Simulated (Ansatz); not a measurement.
BAs:

```
As B
1.0
     0.00000    2.38850    2.38850
     2.38850    0.00000    2.38850
     2.38850    2.38850    0.00000
As B
1 1
Direct
  0.75000 0.75000 0.75000
  0.00000 0.00000 0.00000
```

Base run:

* Program: Ansatz 0.2.0
* Functional: PBE0
* Potentials or basis: all-electron PAW datasets made for the crystal
* Cutoff: 380 eV (chosen from the basis error)
* k mesh: 6 × 6 × 6
* Occupations: fermi-dirac, width 0.05 eV
* Spin: no spin polarisation

Its results: band gap on the k mesh 2.61 eV, indirect (least direct gap 4.80 eV); pressure -0.6 GPa.

**Question.** The run is repeated on the same cell with these changes: functional from PBE0 to HSE06. What comes out?

**Answer.** Band gap on the k mesh 1.94 eV, indirect (least direct gap 4.12 eV); pressure -0.5 GPa.

A k mesh can miss the band edges.
